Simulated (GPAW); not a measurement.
# SnO (P4/nmm) in GPAW: further runs

One crystal, SnO, is run at these levels: LDA, PBEsol, r2SCAN, TB-mBJ; tasks: band structure, equation of state, single point.

Everything below comes from runs of GPAW 26.7.0. Logs are shortened: lines on timing, memory, paths and dates and some standing lists are left out, and cuts for length are marked. The log counts tension as positive stress, the text compression.

## 1. The structure

Symmetry: P4/nmm, No. 129, tetragonal system. Conventional cell: a = 3.814 Å, b = 3.814 Å, c = 4.887 Å, α = 90.00°, β = 90.00°, γ = 90.00°. Sn (site symmetry 4mm) is surrounded by 4 O at 2.23 Å. O (site symmetry -4m2) has 4 Sn at 2.23 Å as nearest neighbours.

The cell is a database's computed one.

## 2. Band structure, LDA

The input, run.py:

```python
from ase import Atoms
from ase.dft.bandgap import bandgap
from ase.io import write
from ase.units import GPa
from gpaw import GPAW, PW

atoms = Atoms(['Sn', 'Sn', 'O', 'O'],
              cell=[[3.81369522, 0.0, 0.0],
                    [0.0, 3.81369522, 0.0],
                    [0.0, 0.0, 4.8869133]],
              scaled_positions=[[0.5, 0.0, 0.76462614],
                                [0.0, 0.5, 0.23537386],
                                [0.0, 0.0, 0.0],
                                [0.5, 0.5, 0.0]],
              pbc=True)

calc = GPAW(mode=PW(800),
            xc='LDA',
            kpts={'size': (6, 6, 5), 'gamma': True},
            occupations={'name': 'fermi-dirac', 'width': 0.05},
            nbands=33,
            convergence={'density': 1e-05, 'energy': 1e-05},
            maxiter=150,
            txt='gpaw.txt')
atoms.calc = calc
energy = atoms.get_potential_energy()
forces = atoms.get_forces()
stress = atoms.get_stress()
calc.write('gs.gpw')
write('result.traj', atoms)
print(f'Energy: {energy:.6f} eV')
print('Forces (eV/A):')
print(forces.round(4))
print('Stress (GPa):', (stress / GPa).round(3))
print('Fermi level:', round(calc.get_fermi_level(), 4), 'eV')
print(f'Gap: {bandgap(calc)[0]:.4f} eV, direct: {bandgap(calc, direct=True)[0]:.4f} eV')

path = atoms.cell.bandpath('GXMGZRAZ,XR,MA', npoints=80, eps=1e-4)
bs_calc = calc.fixed_density(kpts=path, symmetry='off', nbands=50,
                             convergence={'bands': 'CBM+6.0', 'eigenstates': 1e-6}, txt='bands.txt')
bs = bs_calc.band_structure()
bs.write('bs.json')
print(f'Gap on the path: {bandgap(bs_calc)[0]:.4f} eV')
```

Potentials or basis: the program's PAW data sets (release 1.2.1) made for this functional, pw.

The run is started by

```bash
OMP_NUM_THREADS=1 python run.py
```

gpaw.txt:

```text
__  _  _
 | _ |_)|_||  |
 |__||  | ||/\| - 26.7.0

Input parameters:
  mode=PW(ecut=800.0),
  convergence={'density': 1e-05, 'energy': 1e-05},
  kpts=MonkhorstPack(size=(6, 6, 5), gamma=True),
  maxiter=150,
  nbands=33,
  occupations=Occupations(name='fermi-dirac', width=0.05),
  xc=XC(name='LDA')

Diagonalizing LCAO Hamiltonian
Converting LCAO to pw mode
   .--------.
  /|        |
 * |        |
 | | Sn     |
 | |        |
 | |        |
 |Sn--------.
 |/    O   /
 O--------*

Atoms  # Å, Bohr magnetons
|   | symbol |        x |        y |        z |    initial magnetic moments |
|---|--------|----------|----------|----------|-----------------------------|
| 0 |     Sn | 1.906848 | 0.000000 | 3.736662 | ( 0.0000,  0.0000,  0.0000) |
| 1 |     Sn | 0.000000 | 1.906848 | 1.150252 | ( 0.0000,  0.0000,  0.0000) |
| 2 |      O | 0.000000 | 0.000000 | 0.000000 | ( 0.0000,  0.0000,  0.0000) |
| 3 |      O | 1.906848 | 1.906848 | 0.000000 | ( 0.0000,  0.0000,  0.0000) |

Unit cell  # Å
| periodic |        x |        y |        z |  lengths |    angles |
|----------|----------|----------|----------|----------|-----------|
|      yes | 3.813695 | 0.000000 | 0.000000 | 3.813695 | 90.000000 |
|      yes | 0.000000 | 3.813695 | 0.000000 | 3.813695 | 90.000000 |
|      yes | 0.000000 | 0.000000 | 4.886913 | 4.886913 | 90.000000 |

Number of symmetries: 8
Symmetry operations  # r_c * U_cc + t_c -> r_c
|   | kind |            matrix            |
|---|------|------------------------------|
| 0 |  E   |  1, 0, 0,  0, 1, 0,  0, 0, 1 |
| 1 |  σ   |  1, 0, 0,  0,-1, 0,  0, 0, 1 |
| 2 |  C2  |  0, 1, 0,  1, 0, 0,  0, 0,-1 |
| 3 |  S4  |  0, 1, 0, -1, 0, 0,  0, 0,-1 |
| 4 |  S4  |  0,-1, 0,  1, 0, 0,  0, 0,-1 |
| 5 |  C2  |  0,-1, 0, -1, 0, 0,  0, 0,-1 |
| 6 |  σ   | -1, 0, 0,  0, 1, 0,  0, 0, 1 |
| 7 |  C2  | -1, 0, 0,  0,-1, 0,  0, 0, 1 |

BZ-sampling:
  Number of BZ points: 180
  Number of IBZ points: 30

  Monkhorst-Pack size: [6, 6, 5]
  Monkhorst-Pack shift: [0.08333333333333333, 0.08333333333333333, 0.0]

K-points  # in reciprocal-cell coordinates
|     |                                coordinates |     weight |
|-----|--------------------------------------------|------------|
|   0 | (  0.00000000,   0.00000000,   0.00000000) | 0.00555556 |
|   1 | (  0.00000000,   0.00000000,   0.20000000) | 0.01111111 |
|   2 | (  0.00000000,   0.00000000,   0.40000000) | 0.01111111 |
|   3 | (  0.16666667,   0.00000000,   0.00000000) | 0.02222222 |
|   4 | (  0.16666667,   0.00000000,   0.20000000) | 0.04444444 |
|   5 | (  0.16666667,   0.00000000,   0.40000000) | 0.04444444 |
|   6 | (  0.16666667,   0.16666667,   0.00000000) | 0.02222222 |
|   7 | (  0.16666667,   0.16666667,   0.20000000) | 0.04444444 |
|   8 | (  0.16666667,   0.16666667,   0.40000000) | 0.04444444 |
|   9 | (  0.33333333,   0.00000000,   0.00000000) | 0.02222222 |
| ... |                                            |            |
|  29 | (  0.50000000,   0.50000000,   0.40000000) | 0.01111111 |

Plane wave coefficients: 3670
Cutoff: 800.0 eV

Spin-components: 1 (collinear spins)
Bands:           33
Projectors:      22
Spin-degeneracy: 2
Datatype:        complex128

Parallelization:
  kpt:    1
  domain: 1
  band:   1

Density:
  Valence electrons: 40.0
  Components: 1
  Grid points: [25 25 32]
  Charge: 0.0  # |e|

Potential:
  Grid points: [25 25 32]

species:
  Sn:
    name:    Tin
    Z:       50.0
    valence: 14
    core:    36
    charge:  0.0  # [|e|]
    compensation charges:
      type: gauss
      rc: 0.38  # [Å]
      lmax: 2
    cutoffs:
      filter: 2.23  # [Å]
      core: 2.35  # [Å]
    projectors
    | kind |    occ | energy [eV] | rcut [Å] |
    |------|--------|-------------|----------|
    |   5s |  2.000 |     -10.799 |    1.201 |
    |   5p |  2.000 |      -3.869 |    1.270 |
    |   4d | 10.000 |     -25.910 |    1.185 |
    |    s |        |      16.413 |    1.201 |
    |    p |        |      23.342 |    1.270 |
    |    d |        |       1.302 |    1.185 |

    Using partial waves for Sn as LCAO basis

  O:
    name:    Oxygen
    Z:       8.0
    valence: 6
    core:    2
    charge:  0.0  # [|e|]
    compensation charges:
      type: gauss
      rc: 0.21  # [Å]
      lmax: 2
    cutoffs:
      filter: 1.17  # [Å]
      core: 0.83  # [Å]
    projectors
    | kind |    occ | energy [eV] | rcut [Å] |
    |------|--------|-------------|----------|
    |   2s |  2.000 |     -23.752 |    0.688 |
    |   2p |  4.000 |      -9.195 |    0.598 |
    |    s |        |       3.459 |    0.688 |
    |    p |        |      18.016 |    0.598 |
    |    d |        |       0.000 |    0.619 |

    Using partial waves for O as LCAO basis

Reference energy: -339786.989759  # eV

eigensolver:
  PPCG
  Converge bands: occupied
  niter=2

density mixing:
  MSR1-Mixer
  Pratt-step length: 0.05
  Maximum mixing coefficient: 0.75
  Old densities: 10
  SVD Regularization: 0.005
  Good broyden scale: 1.0
  Trust region scale: 1.0
  Backstep threshold: 4.0
  History deletion threshold: 6.0
  Fourier metric: weight=20.0, sigma=0.015

occupation numbers:
  Fermi-Dirac:
    width: 0.0500  # eV

poisson solver:
  ecut: 6400.0  # eV

xc functional:
  name: None

convergence criteria:
[... 6 lines left out ...]
|iter     | |      energy | eigst |  dens |
|---------|-|-------------|-------|-------|
|iter:   1| |  -29.957911 | +0.13 |       |
|iter:   2| |  -28.932000 | -1.55 | -1.02 |
|iter:   3| |  -26.755071 | -1.04 | -1.08 |
|iter:   4| |  -26.710442 | -2.98 | -1.56 |
|iter:   5| |  -26.694129 | -3.24 | -1.80 |
|iter:   6| |  -26.693964 | -4.36 | -2.63 |
|iter:   7| |  -26.693973c| -5.72 | -3.25 |
|iter:   8| |  -26.693977c| -6.06 | -3.84 |
|iter:   9| |  -26.693974c| -6.65 | -4.06 |
|iter:  10| |  -26.693974c| -8.53c| -4.82 |
|iter:  11| |  -26.693974c| -8.71c| -5.27c|

Converged in 11 steps
Energy contributions relative to reference atoms: (reference = -339786.989759)

Energy contributions:
  Kinetic:          29.144070
  Coulomb:         -28.733082
  Zero:              0.155448
  External:          0.000000
  Xc:              -27.259956
  Entropy:          -0.000907
  Spinorbit:         0.000000
  ----------------------------
  Free energy:     -26.694427
  Extrapolated:    -26.693974

dipole moment: (-23.607920, -23.607920, -27.395799)  # |e|*Ang

Fermi level: 6.316
Eigenvalues  # (at kpt = [0.000, 0.000, 0.000])
| band index |      eig [eV] | occ [0-2] |
|------------|---------------|-----------|
|          0 |       -15.552 |     2.000 |
|        ... |               |           |
|         12 |        -1.480 |     2.000 |
|         13 |        -0.317 |     2.000 |
|         14 |        -0.021 |     2.000 |
|         15 |        -0.021 |     2.000 |
|         16 |         2.813 |     2.000 |
|         17 |         3.091 |     2.000 |
[... 8 lines left out ...]
|         26 |        13.046 |     0.000 |
|         27 |        13.498 |     0.000 |
|        ... |               |           |
|         32 |        21.714 |     0.000 |

Gap: 0.232 eV
Transition (v -> c):
  (s=0, k=0, n=19, [0.00, 0.00, 0.00]) -> (s=0, k=27, n=20, [0.50, 0.50, 0.00])
Direct/indirect transitions are different
Direct gap: 2.014 eV
Transition at: (s=0, k=1, n=19, [0.00, 0.00, 0.20])

Forces  # eV/Ang
|       x |       y |        z |
|---------|---------|----------|
| 0.00000 | 0.00000 |  0.29649 |  # Sn   0
| 0.00000 | 0.00000 | -0.29649 |  # Sn   1
| 0.00000 | 0.00000 |  0.00000 |  # O    2
| 0.00000 | 0.00000 |  0.00000 |  # O    3

Stress tensor  # eV/Ang^3
|        x |        y |        z |
|----------|----------|----------|
| 0.027417 | 0.000000 | 0.000000 |
| 0.000000 | 0.027417 | 0.000000 |
| 0.000000 | 0.000000 | 0.021823 |

# Writing to gs.gpw (mode='')
```

It took 2.5 min on 1 thread of Arm Neoverse V2, shared host; peak memory 0.58 GiB.

Results:

| Item | Value |
| --- | --- |
| Free energy | -26.6944 eV |
| Pressure | -4.1 GPa |
| Largest force | 0.296 eV/Å |
| Band gap on the k mesh | 0.23 eV, indirect (least direct gap 2.01 eV) |
| Band gap along the path | 0.21 eV, indirect (least direct gap 1.96 eV) |

Forces on the atoms (eV/Å):
```
Sn   0.000  0.000  0.296
Sn   0.000  0.000 -0.296
O    0.000  0.000  0.000
O    0.000  0.000  0.000
```

Stress tensor (GPa, compression positive):
```
-4.39  0.00  0.00
 0.00 -4.39  0.00
 0.00  0.00 -3.50
```

Levels at the corners of the path, in eV from the valence-band top:
```csv
point,band 17,band 18,band 19,band 20,band 21,band 22,band 23,band 24
Γ,-3.40,-3.12,-3.12,-0.02,2.02,4.14,4.78,4.78
X,-4.80,-4.80,-2.59,-2.59,3.11,3.11,5.84,5.84
M,-2.44,-2.44,-1.83,-1.83,0.21,0.21,4.43,4.43
Γ,-3.40,-3.12,-3.12,-0.02,2.02,4.14,4.78,4.78
Z,-3.19,-3.14,-3.14,-2.11,1.52,3.02,3.02,3.70
R,-4.77,-4.77,-1.66,-1.66,2.54,2.54,5.44,5.44
A,-2.59,-2.59,-2.44,-2.44,2.46,2.46,3.93,3.93
Z,-3.19,-3.14,-3.14,-2.11,1.52,3.02,3.02,3.70
X,-4.80,-4.80,-2.59,-2.59,3.11,3.11,5.84,5.84
R,-4.77,-4.77,-1.66,-1.66,2.54,2.54,5.44,5.44
M,-2.44,-2.44,-1.83,-1.83,0.21,0.21,4.43,4.43
A,-2.59,-2.59,-2.44,-2.44,2.46,2.46,3.93,3.93
```

Caveat: spin-orbit coupling is left out, which moves the levels of the heavy elements.

## 3. Equation of state, LDA

The input, run.py:

```python
from ase import Atoms
from ase.eos import EquationOfState
from ase.io import Trajectory
from ase.units import GPa
from gpaw import GPAW, PW

atoms = Atoms(['Sn', 'Sn', 'O', 'O'],
              cell=[[3.81369522, 0.0, 0.0],
                    [0.0, 3.81369522, 0.0],
                    [0.0, 0.0, 4.8869133]],
              scaled_positions=[[0.5, 0.0, 0.76462614],
                                [0.0, 0.5, 0.23537386],
                                [0.0, 0.0, 0.0],
                                [0.5, 0.5, 0.0]],
              pbc=True)

traj = Trajectory('eos.traj', 'w')
volumes, energies = [], []
for x in [0.94, 0.96, 0.98, 1.0, 1.02, 1.04, 1.06]:
    a = atoms.copy()
    a.set_cell(atoms.cell * x**(1 / 3), scale_atoms=True)
    calc = GPAW(mode=PW(800),
                xc='LDA',
                kpts={'size': (6, 6, 5), 'gamma': True},
                occupations={'name': 'fermi-dirac', 'width': 0.05},
                nbands=33,
                convergence={'density': 1e-05, 'energy': 1e-05},
                maxiter=150,
                txt=f'eos-{x:.2f}.txt')
    a.calc = calc
    energies.append(a.get_potential_energy(force_consistent=True))
    volumes.append(a.get_volume())
    p = -a.get_stress()[:3].mean() / GPa
    calc.write(f'eos-{x:.2f}.gpw')
    traj.write(a)
    print(f'{x:.2f} {volumes[-1]:10.4f} A^3 {energies[-1]:14.6f} eV {p:9.3f} GPa', flush=True)

v0, e0, B = EquationOfState(volumes, energies, eos='birchmurnaghan').fit()
print(f'V0 = {v0:.4f} A^3, E0 = {e0:.6f} eV, B0 = {B / GPa:.2f} GPa')
```

Potentials or basis: the program's PAW data sets (release 1.2.1) made for this functional, pw.

The run is started by

```bash
OMP_NUM_THREADS=1 python run.py
```

It took 6.6 min on 1 thread of Arm Neoverse V2, shared host; peak memory 0.42 GiB.

The run converged. Its results:

```yaml
Equilibrium_volume: 17.02 Å³/atom
Bulk_modulus_at_fixed_shape_and_positions: 102 GPa
Pressure_derivative_of_the_bulk_modulus: 4.3
```

Energy against volume, from the lowest point:
| volume (Å³/atom) | energy (meV/atom) |
| --- | --- |
| 16.703 | 1.94 |
| 17.058 | 0.00 |
| 17.414 | 2.74 |
| 17.769 | 9.66 |
| 18.125 | 20.35 |
| 18.480 | 34.41 |
| 18.835 | 51.48 |

Caveat: the cell was scaled at fixed shape and fractional positions, which overstates the stiffness of a crystal with free parameters, most of all of layers and chains.

(Continued in part 2 of 2.)
